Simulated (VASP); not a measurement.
# GeS (Pnma) in VASP: further runs

The runs below take GeS through relaxation of shape and atoms at fixed volume, with PBE.

Program: VASP 6.6.1. These are calculated values, not measurements. Logs are shortened: lines on timing, memory, paths and dates and some standing lists are left out, and cuts for length are marked.

## (1) The structure

Symmetry: Pnma, No. 62, orthorhombic system. The conventional cell has a = 10.737 Å, b = 3.729 Å, c = 4.304 Å, α = 90.00°, β = 90.00°, γ = 90.00°. Ge (site symmetry m) has 3 S at 2.47 to 2.48 Å as nearest neighbours. S (site symmetry m) is surrounded by 3 Ge at 2.47 to 2.48 Å.

## (2) Relaxation of shape and atoms at fixed volume, PBE (a relaxed cell with its volume scaled by 0.98)

Contents of INCAR:

```
PREC     = Accurate       # precision mode
ENCUT    = 300            # plane-wave cutoff, eV
EDIFF    = 1E-7           # SCF threshold, eV
ISMEAR   = 0              # smearing method
SIGMA    = 0.03           # smearing width, eV
LREAL    = F              # projectors in reciprocal space
LASPH    = T              # aspherical terms in the spheres
NELM     = 80             # most SCF steps
ALGO     = Fast           # electronic algorithm
ISIF     = 4              # what is computed and relaxed
LWAVE    = F              # write WAVECAR
LCHARG   = F              # write CHGCAR
GGA      = PE             # functional
IBRION   = 2              # ionic algorithm
NSW      = 40             # ionic steps
EDIFFG   = -0.01          # ionic threshold
KPAR     = 2
```

Contents of KPOINTS:

```
regular mesh
0
Gamma
  2 4 3
```

Contents of POSCAR:

```
GeS                                     
1.0
   10.6653324520      0.0000000000      0.0000000000
    0.0000000000      3.7042633094     -0.0000000000
    0.0000000000      0.0000000000      4.2755625697
  Ge              S             
     4     4
Direct
     0.1253292637760413    0.2500000000000000    0.1260853105602074
     0.3746707362239587    0.7500000000000000    0.6260853105602073
     0.6253292637760414    0.2500000000000000    0.3739146894397926
     0.8746707362239586    0.7500000000000000    0.8739146894397927
     0.8499087617207717    0.2500000000000000    0.5005436938855825
     0.6500912382792283    0.7500000000000000    0.0005436938855827
     0.3499087617207717    0.2500000000000000    0.9994563061144175
     0.1500912382792283    0.7500000000000000    0.4994563061144101
```

Potentials or basis: VASP PAW PBE potentials, release 64 (Ge, S).

Launch:

```console
cat potpaw_PBE.64/Ge/POTCAR potpaw_PBE.64/S/POTCAR > POTCAR
mpirun -np 2 vasp_std > vasp.out
```

OUTCAR:

```text
PREC = Accurate
   ENCUT = 300
   EDIFF = 1E-7
   ISMEAR = 0
   LREAL = F
   LASPH = T
   NELM = 80
   ISIF = 4
   GGA = PE
   IBRION = 2
   NSW = 40
   EDIFFG = -0.01

 ion  position               nearest neighbor table
   1  0.125  0.250  0.126-   7 2.46   8 2.46   8 2.46
   2  0.375  0.750  0.626-   8 2.46   7 2.46   7 2.46
   3  0.625  0.250  0.374-   5 2.46   6 2.46   6 2.46
   4  0.875  0.750  0.874-   6 2.46   5 2.46   5 2.46
   5  0.850  0.250  0.501-   3 2.46   4 2.46   4 2.46
   6  0.650  0.750  0.001-   4 2.46   3 2.46   3 2.46
   7  0.350  0.250  0.999-   1 2.46   2 2.46   2 2.46
   8  0.150  0.750  0.499-   2 2.46   1 2.46   1 2.46

  LATTYP: Found a simple orthorhombic cell.
 ALAT       =     3.7042633094
 B/A-ratio  =     1.1542274975
 C/A-ratio  =     2.8792047328

  Lattice vectors:

 A1 = (   0.0000000000,   3.7042633094,   0.0000000000)
 A2 = (   0.0000000000,   0.0000000000,   4.2755625697)
 A3 = (  10.6653324520,   0.0000000000,   0.0000000000)

Analysis of symmetry for initial positions (statically):
=====================================================================
 Subroutine PRICEL returns:
 Original cell was already a primitive cell.

 Routine SETGRP: Setting up the symmetry group for a
 simple orthorhombic supercell.

 Subroutine GETGRP returns: Found  8 space group operations
 (whereof  2 operations were pure point group operations)
 out of a pool of  8 trial point group operations.

The static configuration has the point symmetry S_2 .
 The point group associated with its full space group is D_2h.

Analysis of symmetry for dynamics (positions and initial velocities):
=====================================================================
 Subroutine PRICEL returns:
 Original cell was already a primitive cell.

 Routine SETGRP: Setting up the symmetry group for a
 simple orthorhombic supercell.

 Subroutine GETGRP returns: Found  8 space group operations
 (whereof  2 operations were pure point group operations)
 out of a pool of  8 trial point group operations.

The dynamic configuration has the point symmetry S_2 .
 The point group associated with its full space group is D_2h.

 Subroutine INISYM returns: Found  8 space group operations
 (whereof  2 operations are pure point group operations),
 and found     1 'primitive' translations

----------------------------------------------------------------------------------------

[... 82 lines left out ...]
   PREC   = accura    normal or accurate (medium, high low for compatibility)
   ISTART =      0    job   : 0-new  1-cont  2-samecut
   ICHARG =      2    charge: 1-file 2-atom 10-const
   ISPIN  =      1    spin polarized calculation?
   LNONCOLLINEAR =      F non collinear calculations
   LSORBIT =      F    spin-orbit coupling
   LASPH  =      T    aspherical Exc in radial PAW
   ENCUT  =  300.0 eV  22.05 Ry    4.70 a.u.  15.06  5.23  6.04*2*pi/ulx,y,z
   NELM   =     80;   NELMIN=  2; NELMDL= -5     # of ELM steps
   EDIFF  = 0.1E-06   stopping-criterion for ELM
   LREAL  =      F    real-space projection
   EDIFFG = -.1E-01   stopping-criterion for IOM
   NSW    =     40    number of steps for IOM
   IBRION =      2    ionic relax: 0-MD 1-quasi-New 2-CG
   NFREE  =      1    steps in history (QN), initial steepest desc. (CG)
   ISIF   =      4    stress and relaxation
   ISYM   =      2    0-nonsym 1-usesym 2-fastsym
   POTIM  = 0.5000    time-step for ionic-motion
   TEBEG  =    0.0;   TEEND  =   0.0 temperature during run
   PSTRESS=    0.0 pullay stress
   NELECT =      40.0000    total number of electrons
   NUPDOWN=      -1.0000    fix difference up-down
   EMIN   =  10.00;   EMAX   =-10.00  energy-range for DOS
   EFERMI =   0.00;   METHOD = LEGACY
   ISMEAR =     0;   SIGMA  =   0.03  broadening in eV -4-tet -1-fermi 0-gaus
   EFERMI_NEDOS =   21; number of points for ismear=-14 and -15
   IALGO  =     68    algorithm
   IMIX   =      4    mixing-type and parameters
     AMIX     =   0.40;   BMIX     =  1.00
     AMIX_MAG =   1.60;   BMIX_MAG =  1.00
  volume/ion in A,a.u.               =      21.11       142.49
  Fermi-wavevector in a.u.,A,eV,Ry     =   1.012834  1.913979 13.957305  1.025833
  Thomas-Fermi vector in A             =   2.145967
   LORBIT       =      0    0 simple, 1 ext, 2 COOP (PROOUT), +10 PAW based schemes
   GGA     = PE    functional components
   LHFCALC =     F    Hartree Fock is set to
   AEXX    =    0.0000 exact exchange contribution
   IVDW    =     0    specifies the selected vdW correction
   LEPSILON=     F    determine dielectric tensor
   LRPA    =     F    only Hartree local field effects (RPA)
 conjugate gradient relaxation of ions
 non-spin polarized calculation
 RMM-DIIS sequential band-by-band and
 Gauss-broadening in eV      SIGMA  =   0.03
  energy-cutoff  :      300.00
  volume of cell :      168.92
 maximum number of plane-waves:      2016
   NGX = 31   NGY = 11   NGZ = 13

--------------------------------------- Ionic step        1  -------------------------------------------

 number of electron      40.0000022 magnetization

 Free energy of the ion-electron system (eV)
  ---------------------------------------------------
  ext. energy  EPLUGINS =         0.00000000
  ---------------------------------------------------
  free energy    TOTEN  =       -36.54356297 eV

  energy without entropy =      -36.54356297  energy(sigma->0) =      -36.54356297

------------------------ aborting loop because EDIFF is reached ----------------------------------------

  FORCE on cell =-STRESS in cart. coord.  units (eV):
  Direction    XX          YY          ZZ          XY          YZ          ZX
  --------------------------------------------------------------------------------------
  -------------------------------------------------------------------------------------
  Total        1.2845349      1.4323097      1.2249536      0.0000000     -0.0000000      0.0000000
  in kB       12.1839185     13.5855741     11.6187849      0.0000000     -0.0000000      0.0000000
  external PRESSURE =      12.4627592 kB  Pullay stress =       0.0000000 kB
[... 197 lines left out ...]
--------------------------------------- Ionic step        6  -------------------------------------------

 number of electron      40.0000010 magnetization

 Free energy of the ion-electron system (eV)
  ---------------------------------------------------
  ext. energy  EPLUGINS =         0.00000000
  ---------------------------------------------------
  free energy    TOTEN  =       -36.55142185 eV

  energy without entropy =      -36.55142185  energy(sigma->0) =      -36.55142185

 E-fermi :   4.1244     XC(G=0):  -9.5673

 val. band max:        3.9833280082   @ k =   0.0000   0.0000   0.3333
 cond. band min:       5.0778860760   @ k =   0.0000   0.0000   0.0000
 fundamental gap:      1.0945580678
 Fermi energy:         4.1243854468

 k-point     1 :       0.0000    0.0000    0.0000
  band No.  band energies     occupation
      1     -10.3554      2.00000
      2      -9.9940      2.00000
      3      -8.8295      2.00000
      4      -8.2346      2.00000
      5      -3.8266      2.00000
      6      -3.2239      2.00000
[... 360 lines left out ...]
  FREE ENERGIE OF THE ION-ELECTRON SYSTEM (eV)
  ---------------------------------------------------
  free  energy   TOTEN  =       -36.5514218487 eV

  energy  without entropy=      -36.5514218487  energy(sigma->0) =      -36.55142185

 reached required accuracy - stopping structural energy minimisation
```

CONTCAR:

```text
GeS
   1.00000000000000
    10.6505473520145770    0.0000000000000000    0.0000000000000000
     0.0000000000000000    3.7264149061960024    0.0000000000000000
     0.0000000000000000    0.0000000000000000    4.2560466334362159
  Ge              S
     4     4
Direct
     0.1239600445052981    0.2500000000000000    0.1241590430582336
     0.3760399554947019    0.7500000000000000    0.6241590430582336
     0.6239600445052981    0.2500000000000000    0.3758409569417664
     0.8760399554947019    0.7500000000000000    0.8758409569417664
     0.8509361402053129    0.2500000000000000    0.4989777908483291
     0.6490638597946871    0.7500000000000000    0.9989777908483289
     0.3509361402053130    0.2500000000000000    0.0010222091516710
     0.1490638597946871    0.7500000000000000    0.5010222091516640

  0.00000000E+00  0.00000000E+00  0.00000000E+00
  0.00000000E+00  0.00000000E+00  0.00000000E+00
  0.00000000E+00  0.00000000E+00  0.00000000E+00
  0.00000000E+00  0.00000000E+00  0.00000000E+00
  0.00000000E+00  0.00000000E+00  0.00000000E+00
  0.00000000E+00  0.00000000E+00  0.00000000E+00
  0.00000000E+00  0.00000000E+00  0.00000000E+00
  0.00000000E+00  0.00000000E+00  0.00000000E+00
```

Wall time 62 s (2 MPI ranks of Intel Xeon Platinum 8559C (Emerald Rapids), shared host); peak memory 0.17 GiB.

Results:

```yaml
Free_energy: -36.5514 eV
Energy_gained_by_relaxing: 1.0 meV/atom
Ionic_steps: 6
Pressure_after_relaxing: 0.5 GPa
Largest_force_after_relaxing: 0.007 eV/Å
Band_gap_on_the_k_mesh: 1.09 eV, indirect (least direct gap 1.21 eV)
```

Forces on the atoms (eV/Å):
```
Ge   0.004  0.000 -0.006
Ge  -0.004  0.000 -0.006
Ge   0.004  0.000  0.006
Ge  -0.004  0.000  0.006
S   -0.004  0.000 -0.004
S    0.004  0.000 -0.004
S   -0.004  0.000  0.004
S    0.004  0.000  0.004
```

The path:
| step | energy change (eV) | largest force (eV/Å) | pressure (GPa) |
| --- | --- | --- | --- |
| 1 | 0.0000 | 0.1456 | 1.25 |
| 2 | -0.0049 | 0.0763 | 0.93 |
| 3 | -0.0070 | 0.0248 | 0.52 |
| 4 | -0.0070 | 0.0216 | 0.57 |
| 5 | -0.0076 | 0.0110 | 0.53 |
| 6 | -0.0079 | 0.0072 | 0.48 |

Final structure:
```
CELL_PARAMETERS angstrom
10.65055 0.00000 0.00000
0.00000 3.72641 0.00000
0.00000 0.00000 4.25605
ATOMIC_POSITIONS crystal
Ge 0.12396 0.25000 0.12416
Ge 0.37604 0.75000 0.62416
Ge 0.62396 0.25000 0.37584
Ge 0.87604 0.75000 0.87584
S 0.85094 0.25000 0.49898
S 0.64906 0.75000 0.99898
S 0.35094 0.25000 0.00102
S 0.14906 0.75000 0.50102
```

Levels at points of the mesh, in eV from the valence-band top:
| k point | band 18 | band 19 | band 20 | band 21 | band 22 | band 23 |
| --- | --- | --- | --- | --- | --- | --- |
| (0.00, 0.00, 0.00) | -0.94 | -0.70 | -0.11 | 1.09 | 2.73 | 2.80 |
| (0.50, 0.00, 0.00) | -1.91 | -0.36 | -0.36 | 2.53 | 2.53 | 2.60 |
| (0.00, 0.50, 0.00) | -1.23 | -1.00 | -1.00 | 1.64 | 1.64 | 1.65 |
| (0.50, 0.50, 0.00) | -1.29 | -1.29 | -1.29 | 1.90 | 1.90 | 1.90 |

Caveat: the k mesh is coarse (spacing up to 0.49 Å⁻¹), so the values aren't converged; the cutoff is under 1.25 times the usual one of these potentials, so pressure, stress and relaxed cells hold a basis-set (Pulay) error; an odd mesh through Γ misses points on the zone boundary, where band edges often lie.

## (3) Relaxation of shape and atoms at fixed volume, PBE

INCAR is that of step 2.

KPOINTS is that of step 2.

Edit POSCAR of step 2 so:

```diff
@@ -2,5 +2,5 @@
 1.0
-   10.6653324520      0.0000000000      0.0000000000
-    0.0000000000      3.7042633094     -0.0000000000
-    0.0000000000      0.0000000000      4.2755625697
+   10.7373976952      0.0000000000      0.0000000000
+    0.0000000000      3.7292928748     -0.0000000000
+    0.0000000000      0.0000000000      4.3044523824
   Ge              S
```

Potentials or basis: VASP PAW PBE potentials, release 64 (Ge, S).

Launch:

```console
cat potpaw_PBE.64/Ge/POTCAR potpaw_PBE.64/S/POTCAR > POTCAR
mpirun -np 2 vasp_std > vasp.out
```

OUTCAR:

```text
PREC = Accurate
   ENCUT = 300
   EDIFF = 1E-7
   ISMEAR = 0
   LREAL = F
   LASPH = T
   NELM = 80
   ISIF = 4
   GGA = PE
   IBRION = 2
   NSW = 40
   EDIFFG = -0.01

 ion  position               nearest neighbor table
   1  0.125  0.250  0.126-   7 2.47   8 2.48   8 2.48
   2  0.375  0.750  0.626-   8 2.47   7 2.48   7 2.48
   3  0.625  0.250  0.374-   5 2.47   6 2.48   6 2.48
[... 545 lines left out ...]
  Total       -0.0109984      0.0088031     -0.0056053      0.0000000     -0.0000000      0.0000000
  in kB       -0.1022346      0.0818277     -0.0521035      0.0000000     -0.0000000      0.0000000
  external PRESSURE =      -0.0241701 kB  Pullay stress =       0.0000000 kB

 VOLUME and BASIS-vectors are now :
 -----------------------------------------------------------------------------
  energy-cutoff  :      300.00
  volume of cell :      172.36
      direct lattice vectors                 reciprocal lattice vectors
    10.737397695  0.000000000  0.000000000     0.093132436  0.000000000  0.000000000
     0.000000000  3.729292875  0.000000000     0.000000000  0.268147350  0.000000000
     0.000000000  0.000000000  4.304452382     0.000000000  0.000000000  0.232317589

 POSITION                                       TOTAL-FORCE (eV/Angst)
 -----------------------------------------------------------------------------------
      1.34571      0.93232      0.54273         0.004945      0.000000      0.000313
      4.02299      2.79697      2.69495        -0.004945     -0.000000      0.000313
      6.71441      0.93232      1.60950         0.004945     -0.000000     -0.000313
      9.39169      2.79697      3.76172        -0.004945      0.000000     -0.000313
      9.12581      0.93232      2.15457        -0.002734      0.000000      0.002309
      6.98029      2.79697      0.00234         0.002734      0.000000      0.002309
      3.75711      0.93232      4.30211        -0.002734     -0.000000     -0.002309
      1.61159      2.79697      2.14989         0.002734      0.000000     -0.002309
 -----------------------------------------------------------------------------------
    total drift:                                0.000000      0.000000      0.000000

  FREE ENERGIE OF THE ION-ELECTRON SYSTEM (eV)
  ---------------------------------------------------
  free  energy   TOTEN  =       -36.5604239569 eV

  energy  without entropy=      -36.5604239569  energy(sigma->0) =      -36.56042396

 reached required accuracy - stopping structural energy minimisation
```

Wall time 29 s (2 MPI ranks of Intel Xeon Platinum 8559C (Emerald Rapids), shared host); peak memory 0.17 GiB.

What came out:

```yaml
Free_energy: -36.5604 eV
Pressure_after_relaxing: 0.0 GPa
Largest_force_after_relaxing: 0.005 eV/Å
Band_gap_on_the_k_mesh: 1.18 eV, indirect (least direct gap 1.23 eV)
```

Forces in eV/Å, atoms in the order of the input:
```
Ge   0.005  0.000  0.000
Ge  -0.005  0.000  0.000
Ge   0.005  0.000  0.000
Ge  -0.005  0.000  0.000
S   -0.003  0.000  0.002
S    0.003  0.000  0.002
S   -0.003  0.000 -0.002
S    0.003  0.000 -0.002
```

Final structure:
```cif
data_structure
_symmetry_space_group_name_H-M 'P 1'
_symmetry_Int_Tables_number 1
_cell_length_a 10.7374
_cell_length_b 3.7293
_cell_length_c 4.3045
_cell_angle_alpha 90.000
_cell_angle_beta 90.000
_cell_angle_gamma 90.000
_cell_volume 172.36
loop_
_atom_site_label
_atom_site_type_symbol
_atom_site_fract_x
_atom_site_fract_y
_atom_site_fract_z
_atom_site_occupancy
Ge1 Ge 0.12533 0.25000 0.12609 1
Ge2 Ge 0.37467 0.75000 0.62609 1
Ge3 Ge 0.62533 0.25000 0.37391 1
Ge4 Ge 0.87467 0.75000 0.87391 1
S1 S 0.84991 0.25000 0.50054 1
S2 S 0.65009 0.75000 0.00054 1
S3 S 0.34991 0.25000 0.99946 1
S4 S 0.15009 0.75000 0.49946 1
```

Levels at points of the mesh, in eV from the valence-band top:
```tsv
k point	band 16	band 17	band 18	band 19	band 20	band 21	band 22	band 23	band 24	band 25
(0.00, 0.00, 0.00)	-1.86	-1.62	-0.89	-0.64	-0.05	1.18	2.73	2.80	3.03	3.27
(0.50, 0.00, 0.00)	-1.86	-1.84	-1.84	-0.31	-0.31	2.54	2.54	2.61	2.61	3.83
(0.00, 0.50, 0.00)	-2.03	-1.23	-1.23	-0.98	-0.98	1.64	1.64	1.72	1.72	2.48
(0.50, 0.50, 0.00)	-2.30	-1.27	-1.27	-1.27	-1.27	1.92	1.92	1.92	1.92	2.73
```

Caveat: the k mesh is coarse (spacing up to 0.49 Å⁻¹), so the values aren't converged; the cutoff is under 1.25 times the usual one of these potentials, so pressure, stress and relaxed cells hold a basis-set (Pulay) error; the relaxation stopped at its first step, so nothing moved; an odd mesh through Γ misses points on the zone boundary, where band edges often lie.

## (4) Relaxation of shape and atoms at fixed volume, PBE (a relaxed cell with its volume scaled by 1.02)

INCAR is that of step 3.

KPOINTS is that of step 3.

Edit POSCAR of step 3 so:

```diff
@@ -2,5 +2,5 @@
 1.0
-   10.7373976952      0.0000000000      0.0000000000
-    0.0000000000      3.7292928748     -0.0000000000
-    0.0000000000      0.0000000000      4.3044523824
+   10.8085083615      0.0000000000      0.0000000000
+    0.0000000000      3.7539908984     -0.0000000000
+    0.0000000000      0.0000000000      4.3329595203
   Ge              S
```

Launch:

```console
cat potpaw_PBE.64/Ge/POTCAR potpaw_PBE.64/S/POTCAR > POTCAR
mpirun -np 2 vasp_std > vasp.out
```

Run time: 79 s. Hardware: 2 MPI ranks of Intel Xeon Platinum 8559C (Emerald Rapids), shared host; peak memory 0.18 GiB.

The run converged. Its results:

```yaml
Free_energy: -36.5605 eV
Energy_gained_by_relaxing: 1.1 meV/atom
Ionic_steps: 6
Pressure_after_relaxing: -0.4 GPa
Band_gap_on_the_k_mesh: 1.26 eV, direct
```

The path:
```csv
step,energy change (eV),largest force (eV/Å),pressure (GPa)
1,0.0000,0.1454,-1.13
2,-0.0050,0.0820,-0.85
3,-0.0075,0.0209,-0.52
4,-0.0075,0.0216,-0.47
5,-0.0082,0.0122,-0.43
6,-0.0086,0.0018,-0.38
```

Final structure:
```
Ge S
1.0
    10.82533    0.00000    0.00000
     0.00000    3.73402    0.00000
     0.00000    0.00000    4.34936
Ge S
4 4
Cartesian
  1.3727 0.9335 0.5565
  4.0400 2.8005 2.7312
  6.7854 0.9335 1.6182
  9.4526 2.8005 3.7928
  9.1892 0.9335 2.1847
  7.0488 2.8005 0.0100
  3.7765 0.9335 4.3394
  1.6362 2.8005 2.1647
```

Levels at points of the mesh, in eV from the valence-band top:
```csv
k point,band 17,band 18,band 19,band 20,band 21,band 22,band 23,band 24
"(0.00, 0.00, 0.00)",-1.59,-0.84,-0.59,0.00,1.26,2.72,2.78,3.02
"(0.50, 0.00, 0.00)",-1.77,-1.77,-0.26,-0.26,2.54,2.54,2.61,2.61
"(0.00, 0.50, 0.00)",-1.23,-1.23,-0.96,-0.96,1.65,1.65,1.78,1.78
"(0.50, 0.50, 0.00)",-1.24,-1.24,-1.24,-1.24,1.94,1.94,1.94,1.94
```

Caveat: the k mesh is coarse (spacing up to 0.48 Å⁻¹), so the values aren't converged; the cutoff is under 1.25 times the usual one of these potentials, so pressure, stress and relaxed cells hold a basis-set (Pulay) error; an odd mesh through Γ misses points on the zone boundary, where band edges often lie.

## (5) Overview

| cell | gap on the mesh (eV) | pressure (GPa) |
| --- | --- | --- |
| atoms relaxed at fixed volume from: a relaxed cell with its volume scaled by 0.98 | 1.09 | 0.5 |
| atoms relaxed at fixed volume | 1.18 | 0.0 |
| atoms relaxed at fixed volume from: a relaxed cell with its volume scaled by 1.02 | 1.26 | -0.4 |

Alike in all rows: task relaxation of shape and atoms at fixed volume; level PBE; potentials or basis VASP PAW PBE potentials, release 64 (Ge, S); no spin polarisation; k mesh 2 × 4 × 3; cutoff (eV) 300; smearing gaussian 0.03 eV; the mesh is coarse, so values aren't converged.

Caveats: all runs use coarse meshes; the cutoff is under 1.25 times the usual one of these potentials, so pressure, stress and relaxed cells hold a basis-set (Pulay) error; an odd mesh through Γ misses points on the zone boundary, where band edges often lie; the relaxation stopped at its first step, so nothing moved (some runs).

Absolute energies hang on the potentials; compare differences alone.
